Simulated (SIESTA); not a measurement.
BN under changes of volume

One of the cells (9.476 Å³/atom); the others are scaled copies at fixed shape and fractional positions:

```
N B
1.0
     0.00000    3.49532    2.16609
     1.25163    0.00000    2.16609
     1.25163    3.49532    0.00000
N B
1 1
Direct
  0.66665 0.66665 0.33335
  0.00005 0.00005 0.99995
```

Measurements of this composition are mostly on another form, of space group No. 194.

```yaml
Program: SIESTA 5.4.2
Functional: LDA
Potentials_or_basis: PseudoDojo 0.4 standard (LDA files)
Basis: DZP (energy shift 0.003 Ry)
Grid_cutoff: 800 Ry
Energy_shift: 0.003 Ry
k_mesh: 13 × 13 × 13
Occupations: fermi-dirac, width 0.05 eV
Spin: no spin polarisation
```

| volume (Å³/atom) | energy over the lowest point (meV/atom) | pressure (GPa) | gap on the mesh (eV) | largest force (eV/Å) |
| --- | --- | --- | --- | --- |
| 8.908 | 26.76 | 16.1 | 3.73 | 0.017 |
| 9.097 | 11.29 | 10.1 | 3.72 | 0.015 |
| 9.287 | ? | ? | ? | ? |
| 9.476 | 0.00 | -0.3 | 3.69 | 0.012 |
| 9.666 | 3.09 | -4.9 | 3.68 | 0.010 |
| 9.855 | 11.36 | -9.0 | 3.67 | 0.009 |
| 10.045 | 24.33 | -12.8 | 3.65 | 0.009 |

Task: What does the run at 9.287 Å³/atom give?

Result: Energy over the lowest point 2.56 meV/atom; pressure 4.7 GPa; gap on the mesh 3.71 eV; largest force 0.013 eV/Å.

Worked out: A Birch-Murnaghan fit of order 3 (a polynomial in V^(-2/3)) to the other rows has its minimum at 9.46 Å³/atom with B0 = V·E''(V) = 240 GPa and B' = 3.6 at fixed shape and positions, which overstates the stiffness. It gives 2.53 meV/atom at 9.287 Å³/atom, against the run's 2.56, and -dE/dV = 4.7 GPa, against 4.7. A straight line through the other rows of the gap, of slope -0.65 eV per unit of ln V, gives 3.70 eV, against the run's 3.71.

Energies are extrapolated to zero smearing.

Caveats: an odd mesh through Γ misses points on the zone boundary, where band edges often lie; the basis of atomic orbitals isn't converged, which shifts pressures, moduli and gaps.
